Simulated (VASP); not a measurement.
## KF: single point with PBE

KF:

```
K F
1.0
     4.66455    0.00000    0.00000
    -2.33228    4.03962    0.00000
     0.00000    0.00000    5.48309
K F
2 2
Cartesian
  0.0000 2.6931 1.3708
  2.3323 1.3465 4.1123
  2.3323 1.3465 1.3708
  0.0000 2.6931 4.1123
```

The cell was built by a generator and needn't be a form met in nature.

The cell isn't the ideal one: hydrostatic strain +4.0%.

* Program: VASP 6.6.1
* Task: single point
* Functional: PBE
* Potentials or basis: VASP PAW PBE potentials, release 64 (K_sv, F)
* Cutoff: 520 eV
* k mesh: 6 × 6 × 6
* Occupations: fermi-dirac, width 0.02 eV
* Spin: no spin polarisation

```yaml
Pressure: -1.4 GPa
Band_gap_on_the_k_mesh: 5.02 eV, direct
```

Stress tensor (GPa, compression positive):
```
-1.36  0.00  0.00
 0.00 -1.36  0.00
 0.00  0.00 -1.44
```

Levels at points of the mesh, in eV from the valence-band top:
| k point | band 13 | band 14 | band 15 | band 16 | band 17 | band 18 | band 19 | band 20 |
| --- | --- | --- | --- | --- | --- | --- | --- | --- |
| (0.00, 0.00, 0.00) | -0.23 | -0.23 | -0.20 | 0.00 | 5.02 | 9.33 | 10.17 | 10.17 |
| (0.50, 0.00, 0.00) | -0.19 | -0.15 | -0.09 | -0.09 | 7.01 | 8.35 | 8.62 | 9.34 |
| (0.00, 0.00, 0.50) | -0.27 | -0.27 | -0.27 | -0.27 | 6.54 | 6.54 | 10.45 | 10.45 |
| (0.50, 0.00, 0.50) | -0.23 | -0.23 | -0.16 | -0.16 | 7.69 | 7.69 | 9.84 | 9.84 |

Run time: 68 s on 1 thread of Intel(R) Xeon(R) Platinum 8488C (Sapphire Rapids), with other jobs on the host, peak memory 0.24 GiB.

A k mesh can miss the band edges.
